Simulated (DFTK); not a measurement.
Here is a DFTK 0.8.2 calculation.

run.jl

```julia
using DFTK
using PseudoPotentialData
using Unitful, UnitfulAtomic
using LinearAlgebra, Printf
include("save.jl")
disable_threading()

# lattice vectors are the columns
lattice = austrip(1u"Å") * [    2.50461538            0.0            0.0;
                      0.0     2.50461538            0.0;
                      0.0            0.0     2.50461538]
symbols   = [:Ni, :O]
positions = [[0.013141, 0.002799, -0.003737],
             [0.48345, 0.502312, 0.500371]]
pseudopotentials = PseudoFamily("dojo.nc.sr.pbe.v0_4_1.standard.upf")
elements = Dict(s => ElementPsp(s, pseudopotentials) for s in unique(symbols))
atoms    = [elements[s] for s in symbols]
magnetic_moments = [1.0, 0.0]

build_model(lattice, positions; symmetries=true) =
    model_DFT(lattice, atoms, positions;
              functionals=PBE(),
              magnetic_moments,
              spin_polarization=:collinear,
              temperature=austrip(0.05u"eV"),
              smearing=Smearing.FermiDirac(),
              symmetries)
Ecut  = 49.0  # hartree
kgrid = [7, 7, 7]
tol   = 1e-6
to_GPa = ustrip(uconvert(u"GPa", 1u"hartree/bohr^3"))

model = build_model(lattice, positions)
basis = PlaneWaveBasis(model; Ecut, kgrid)
display(basis)
scfres = self_consistent_field(basis;
                               tol,
                               ρ=guess_density(basis, magnetic_moments),
                               nbandsalg=AdaptiveBands(model; n_bands_converge=17))
display(scfres.energies)
@printf "Fermi level: %.6f eV\n" ustrip(auconvert(u"eV", something(scfres.εF, NaN)))
forces = compute_forces_cart(scfres)
println("Forces (eV/Å)")
for (s, f) in zip(symbols, forces)
    @printf "%-3s %12.6f %12.6f %12.6f\n" s ustrip.(auconvert.(u"eV/Å", f))...
end
stress = compute_stresses_cart(scfres)
println("Stress (GPa)")
display(round.(stress * to_GPa; digits=4))
@printf "Total moment: %.4f μB\n" sum(spin_density(scfres.ρ)) * scfres.basis.dvol
println("Levels at the first k-point (eV): ", round.(ustrip.(auconvert.(u"eV", scfres.eigenvalues[1][1:scfres.n_bands_converge])); digits=4))
save_scf!(scfres; forces, stress)
```

Potentials or basis: dojo.nc.sr.pbe.v0_4_1.standard.upf (PBE).

Command:

```sh
$ julia --threads=1 run.jl  # save.jl only writes the numbers to a file and isn't shown; printed stress counts tension as positive; times include loading and compiling
```

Task: Estimate the net moment.

Result: 1.42 μB per cell.

Task: What does it give for the band gap on the k mesh?

Result: None (metal or under the smearing width).

Forces in eV/Å, atoms in the order of the input:
```
Ni  -0.074 -0.001  0.011
O    0.073  0.001 -0.011
```

Caveat: a cell with one magnetic atom can't hold antiferromagnetic order, which such compounds often take; semilocal functionals often make such compounds metallic where correlation or magnetic order opens a gap, which also shifts bond lengths.
